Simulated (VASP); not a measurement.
# Bi2Te3 (R-3m) in VASP: single point with PBE

Aim: the single point of Bi2Te3 with PBE.

All numbers are computed with VASP 6.6.1; they aren't measurements. Logs are shortened: lines on timing, memory, paths and dates and some standing lists are left out, and cuts for length are marked.

**The experiment to reproduce.**

“Vacancy and Antisite-Induced Ferromagnetism in Liquid-Phase Exfoliated Bi2Te3”, 2024, arxiv:2412.10539 quotes, for a bulk crystal of Bi2Te3: band gap 0.17 eV.

The runs below are set against these values where they give the same quantity.

## Step 1: Starting point

The structure is trigonal, space group R-3m (No. 166). The conventional cell has a = 4.449 Å, b = 4.449 Å, c = 31.989 Å, α = 90.00°, β = 90.00°, γ = 120.00°. Around Bi (site symmetry 3m) lie 6 Te at 3.09 to 3.29 Å. Te (site symmetry -3m) is surrounded by 6 Bi at 3.29 Å. Te (site symmetry 3m) has 3 Bi at 3.09 Å as nearest neighbours.

## Step 2: Single point, PBE

Input file INCAR:

```
PREC     = Accurate       # precision mode
ENCUT    = 520            # plane-wave cutoff, eV
EDIFF    = 1E-6           # SCF threshold, eV
ISMEAR   = 0              # smearing method
SIGMA    = 0.01           # smearing width, eV
LREAL    = F              # projectors in reciprocal space
LASPH    = T              # aspherical terms in the spheres
NELM     = 100            # most SCF steps
ALGO     = Fast           # electronic algorithm
ISIF     = 2              # what is computed and relaxed
LWAVE    = F              # write WAVECAR
LCHARG   = T              # write CHGCAR
GGA      = PE             # functional
LELF     = T              # ELF
LVHAR    = T            
NBANDS   = 32             # bands
```

Input file KPOINTS:

```
Automatic mesh
0
Gamma
  8 8 8
```

Input file POSCAR:

```
Bi2Te3
1.0
    2.2244257125      1.2842727839     10.6629092682
   -2.2244257125      1.2842727839     10.6629092682
    0.0000000000     -2.5685455679     10.6629092682
Bi Te
2 3
Direct
    0.3975334224      0.3975334224      0.3975334224
    0.6024665776      0.6024665776      0.6024665776
    0.0000000000      0.0000000000      0.0000000000
    0.2153855113      0.2153855113      0.2153855113
    0.7846144887      0.7846144887      0.7846144887
```

Potentials or basis: VASP PAW PBE potentials, release 64 (Bi_d, Te).

The run is started by

```console
cat potpaw_PBE.64/Bi_d/POTCAR potpaw_PBE.64/Te/POTCAR > POTCAR
mpirun -np 1 vasp_std > vasp.out
```

OUTCAR:

```text
PREC = Accurate
   ENCUT = 520
   EDIFF = 1E-6
   ISMEAR = 0
   LREAL = F
   LASPH = T
   NELM = 100
   ISIF = 2
   GGA = PE

 ion  position               nearest neighbor table
   1  0.398  0.398  0.398-   5 3.09   5 3.09   5 3.09   3 3.29   3 3.29   3 3.29
   2  0.602  0.602  0.602-   4 3.09   4 3.09   4 3.09   3 3.29   3 3.29   3 3.29
   3  0.000  0.000  0.000-   2 3.29   2 3.29   1 3.29   1 3.29   2 3.29   1 3.29
   4  0.215  0.215  0.215-   2 3.09   2 3.09   2 3.09
   5  0.785  0.785  0.785-   1 3.09   1 3.09   1 3.09

  LATTYP: Found a trigonal (rhomboedric) cell.
 ALAT       =    10.9679104845
 COS(alpha) =     0.9177344484

  Lattice vectors:

 A1 = (   2.2244257125,   1.2842727839,  10.6629092682)
 A2 = (  -2.2244257125,   1.2842727839,  10.6629092682)
 A3 = (   0.0000000000,  -2.5685455679,  10.6629092682)

Analysis of symmetry for initial positions (statically):
=====================================================================
 Subroutine PRICEL returns:
 Original cell was already a primitive cell.

 Routine SETGRP: Setting up the symmetry group for a
 trigonal (rhombohedral) supercell.

 Subroutine GETGRP returns: Found 12 space group operations
 (whereof 12 operations were pure point group operations)
 out of a pool of 12 trial point group operations.

The static configuration has the point symmetry D_3d.

Analysis of symmetry for dynamics (positions and initial velocities):
=====================================================================
 Subroutine PRICEL returns:
 Original cell was already a primitive cell.

 Routine SETGRP: Setting up the symmetry group for a
 trigonal (rhombohedral) supercell.

 Subroutine GETGRP returns: Found 12 space group operations
 (whereof 12 operations were pure point group operations)
 out of a pool of 12 trial point group operations.

The dynamic configuration has the point symmetry D_3d.

 Subroutine INISYM returns: Found 12 space group operations
 (whereof 12 operations are pure point group operations),
 and found     1 'primitive' translations

----------------------------------------------------------------------------------------

                                     Primitive cell

  volume of cell :     182.7688

  direct lattice vectors                    reciprocal lattice vectors
     2.224425712  1.284272784 10.662909268     0.224777118  0.129775129  0.031261012
    -2.224425712  1.284272784 10.662909268    -0.224777118  0.129775129  0.031261012
     0.000000000 -2.568545568 10.662909268     0.000000000 -0.259550259  0.031261012

  length of vectors
    10.967910484 10.967910484 10.967910485     0.261426065  0.261426065  0.261426065

  position of ions in fractional coordinates (direct lattice)
     0.397533422  0.397533422  0.397533422
     0.602466578  0.602466578  0.602466578
     0.000000000  0.000000000  0.000000000
     0.215385511  0.215385511  0.215385511
     0.784614489  0.784614489  0.784614489

  ion indices of the primitive-cell ions
   primitive index   ion index
                 1           1
                 2           2
                 3           3
                 4           4
                 5           5

----------------------------------------------------------------------------------------

 KPOINTS: Automatic mesh

Automatic generation of k-mesh.
 Grid dimensions read from file:
 generate k-points for:    8    8    8

 Generating k-lattice:

  Cartesian coordinates                     Fractional coordinates (reciprocal lattice)
     0.028097140  0.016221891  0.003907626     0.125000000  0.000000000  0.000000000
    -0.028097140  0.016221891  0.003907626     0.000000000  0.125000000  0.000000000
     0.000000000 -0.032443782  0.003907626     0.000000000  0.000000000  0.125000000

  Length of vectors
     0.032678258  0.032678258  0.032678258

  Shift w.r.t. Gamma in fractional coordinates (k-lattice)
     0.000000000  0.000000000  0.000000000

 Subroutine IBZKPT returns following result:
 ===========================================

 Found     65 irreducible k-points:

 Following reciprocal coordinates:
            Coordinates               Weight
  0.000000  0.000000  0.000000      1.000000
  0.125000  0.000000  0.000000      6.000000
  0.250000  0.000000  0.000000      6.000000
  0.375000  0.000000  0.000000      6.000000
  0.500000  0.000000  0.000000      3.000000
  0.125000  0.125000  0.000000      6.000000
[... 16 lines left out ...]
  0.250000  0.125000  0.125000      6.000000
  0.375000  0.125000  0.125000      6.000000
 [... further k-points ...]
   k-points           NKPTS =     65   k-points in BZ     NKDIM =     65   number of bands    NBANDS=     32
   number of dos      NEDOS =    301   number of ions     NIONS =      5
   total plane-waves  NPLWV = 592704
   dimension x,y,z NGX =    84 NGY =   84 NGZ =   84
   dimension x,y,z NGXF=   168 NGYF=  168 NGZF=  168
   ions per type =               2   3
   NGX,Y,Z   is equivalent  to a cutoff of  12.73, 12.73, 12.73 a.u.
   NGXF,Y,Z  is equivalent  to a cutoff of  25.46, 25.46, 25.46 a.u.
 SYSTEM =  unknown system
   PREC   = accura    normal or accurate (medium, high low for compatibility)
   ISTART =      0    job   : 0-new  1-cont  2-samecut
   ICHARG =      2    charge: 1-file 2-atom 10-const
   ISPIN  =      1    spin polarized calculation?
   LNONCOLLINEAR =      F non collinear calculations
   LSORBIT =      F    spin-orbit coupling
   LASPH  =      T    aspherical Exc in radial PAW
   ENCUT  =  520.0 eV  38.22 Ry    6.18 a.u.  20.39 20.39 20.39*2*pi/ulx,y,z
   NELM   =    100;   NELMIN=  2; NELMDL= -5     # of ELM steps
   EDIFF  = 0.1E-05   stopping-criterion for ELM
   LREAL  =      F    real-space projection
   EDIFFG = 0.1E-04   stopping-criterion for IOM
   NSW    =      0    number of steps for IOM
   IBRION =     -1    ionic relax: 0-MD 1-quasi-New 2-CG
   NFREE  =      0    steps in history (QN), initial steepest desc. (CG)
   ISIF   =      2    stress and relaxation
   ISYM   =      2    0-nonsym 1-usesym 2-fastsym
   POTIM  = 0.5000    time-step for ionic-motion
   TEBEG  =    0.0;   TEEND  =   0.0 temperature during run
   PSTRESS=    0.0 pullay stress
   NELECT =      48.0000    total number of electrons
   NUPDOWN=      -1.0000    fix difference up-down
   EMIN   =  10.00;   EMAX   =-10.00  energy-range for DOS
   EFERMI =   0.00;   METHOD = LEGACY
   ISMEAR =     0;   SIGMA  =   0.01  broadening in eV -4-tet -1-fermi 0-gaus
   EFERMI_NEDOS =   21; number of points for ismear=-14 and -15
   IALGO  =     68    algorithm
   IMIX   =      4    mixing-type and parameters
     AMIX     =   0.40;   BMIX     =  1.00
     AMIX_MAG =   1.60;   BMIX_MAG =  1.00
  volume/ion in A,a.u.               =      36.55       246.68
  Fermi-wavevector in a.u.,A,eV,Ry     =   1.048386  1.981162 14.954342  1.099113
  Thomas-Fermi vector in A             =   2.183305
   LORBIT       =      0    0 simple, 1 ext, 2 COOP (PROOUT), +10 PAW based schemes
   GGA     = PE    functional components
   LHFCALC =     F    Hartree Fock is set to
   AEXX    =    0.0000 exact exchange contribution
   IVDW    =     0    specifies the selected vdW correction
   LEPSILON=     F    determine dielectric tensor
   LRPA    =     F    only Hartree local field effects (RPA)
 non-spin polarized calculation
 RMM-DIIS sequential band-by-band and
 Gauss-broadening in eV      SIGMA  =   0.01
  energy-cutoff  :      520.00
  volume of cell :      182.77
 maximum number of plane-waves:      4952
 NGX is ok and might be reduce to    84
   NGX = 41   NGY = 41   NGZ = 41

 number of electron      47.9999998 magnetization

 Free energy of the ion-electron system (eV)
  ---------------------------------------------------
  ext. energy  EPLUGINS =         0.00000000
  ---------------------------------------------------
  free energy    TOTEN  =       -18.40163663 eV

  energy without entropy =      -18.40163663  energy(sigma->0) =      -18.40163663

 E-fermi :   5.1389     XC(G=0):  -8.9427

 val. band max:        5.0753455957   @ k =   0.0000   0.0000   0.0000
 cond. band min:       5.5772925574   @ k =   0.0000   0.0000   0.0000
 fundamental gap:      0.5019469616
 Fermi energy:         5.1388786635

 k-point     1 :       0.0000    0.0000    0.0000
  band No.  band energies     occupation
      1     -17.8687      2.00000
      2     -17.8687      2.00000
      3     -17.8676      2.00000
      4     -17.8676      2.00000
      5     -17.8636      2.00000
      6     -17.8625      2.00000
[... 24 lines left out ...]
     31      10.2801      0.00000
     32      11.2638      0.00000

 k-point     2 :       0.1250    0.0000    0.0000
  band No.  band energies     occupation
      1     -17.8697      2.00000
      2     -17.8684      2.00000
      3     -17.8673      2.00000
      4     -17.8662      2.00000
      5     -17.8627      2.00000
      6     -17.8617      2.00000
[... 24 lines left out ...]
     31      10.0372      0.00000
     32      10.4996      0.00000

 k-point     3 :       0.2500    0.0000    0.0000
  band No.  band energies     occupation
      1     -17.8724      2.00000
      2     -17.8709      2.00000
      3     -17.8648      2.00000
      4     -17.8635      2.00000
      5     -17.8628      2.00000
      6     -17.8609      2.00000
[... 24 lines left out ...]
     31       9.3004      0.00000
     32      10.8333      0.00000

 k-point     4 :       0.3750    0.0000    0.0000
  band No.  band energies     occupation
      1     -17.8756      2.00000
      2     -17.8737      2.00000
      3     -17.8642      2.00000
      4     -17.8642      2.00000
      5     -17.8623      2.00000
      6     -17.8622      2.00000
[... 654 lines left out ...]
     31      10.2964      0.00000
     32      11.0267      0.00000

 k-point    23 :       0.2500    0.1250    0.1250
  band No.  band energies     occupation
      1     -17.8697      2.00000
      2     -17.8684      2.00000
      3     -17.8673      2.00000
      4     -17.8662      2.00000
      5     -17.8627      2.00000
      6     -17.8617      2.00000
[... 24 lines left out ...]
     31      10.0215      0.00000
     32      10.5923      0.00000

 k-point    24 :       0.3750    0.1250    0.1250
  band No.  band energies     occupation
      1     -17.8724      2.00000
      2     -17.8709      2.00000
      3     -17.8648      2.00000
      4     -17.8636      2.00000
      5     -17.8628      2.00000
      6     -17.8609      2.00000
[... 24 lines left out ...]
     31       9.3333      0.00000
     32      10.8503      0.00000

 [... further k-points ...]

------------------------ aborting loop because EDIFF is reached ----------------------------------------

  FORCE on cell =-STRESS in cart. coord.  units (eV):
  Direction    XX          YY          ZZ          XY          YZ          ZX
  --------------------------------------------------------------------------------------
  -------------------------------------------------------------------------------------
  Total       -0.0267236     -0.0267236     -0.0215565     -0.0000000      0.0000000      0.0000000
  in kB       -0.2342631     -0.2342631     -0.1889677     -0.0000000      0.0000000      0.0000000
  external PRESSURE =      -0.2191646 kB  Pullay stress =       0.0000000 kB

 VOLUME and BASIS-vectors are now :
 -----------------------------------------------------------------------------
  energy-cutoff  :      520.00
  volume of cell :      182.77
      direct lattice vectors                 reciprocal lattice vectors
     2.224425712  1.284272784 10.662909268     0.224777118  0.129775129  0.031261012
    -2.224425712  1.284272784 10.662909268    -0.224777118  0.129775129  0.031261012
     0.000000000 -2.568545568 10.662909268     0.000000000 -0.259550259  0.031261012

 POSITION                                       TOTAL-FORCE (eV/Angst)
 -----------------------------------------------------------------------------------
      0.00000     -0.00000     12.71659         0.000000      0.000000     -0.008015
      0.00000     -0.00000     19.27214         0.000000     -0.000000      0.008015
      0.00000      0.00000      0.00000         0.000000      0.000000     -0.000000
      0.00000     -0.00000      6.88991         0.000000      0.000000     -0.008509
      0.00000     -0.00000     25.09882         0.000000     -0.000000      0.008509
 -----------------------------------------------------------------------------------
    total drift:                                0.000000     -0.000000     -0.000000

  FREE ENERGIE OF THE ION-ELECTRON SYSTEM (eV)
  ---------------------------------------------------
  free  energy   TOTEN  =       -18.4016366287 eV

  energy  without entropy=      -18.4016366287  energy(sigma->0) =      -18.40163663
```

It took 42 min on 1 thread of Intel Xeon Platinum 8488C (Sapphire Rapids), shared host; peak memory 1.3 GiB.

Results:

| Quantity | Value |
| --- | --- |
| Free energy | -18.4016 eV |
| Pressure | 0.0 GPa |
| Largest force | 0.009 eV/Å |
| Band gap on the k mesh | 0.50 eV, direct |

Forces on the atoms (eV/Å):
```
Bi   0.000  0.000 -0.008
Bi   0.000  0.000  0.008
Te   0.000  0.000  0.000
Te   0.000  0.000 -0.009
Te   0.000  0.000  0.009
```

Caveat: spin-orbit coupling is left out, which as a rule narrows the gap of such compounds by several tenths of an eV.

## Step 3: Against experiment

Step 2. A measured gap of Bi2Te3 is 0.17 eV (quoted in “Vacancy and Antisite-Induced Ferromagnetism in Liquid-Phase Exfoliated Bi2Te3”, 2024, arxiv:2412.10539); the calculated 0.50 eV misses it by +0.33 eV. Spin-orbit coupling on Bi, Te is left out. The value is that of PBE on a finite k mesh, which can miss the band edges, without temperature or zero-point motion.
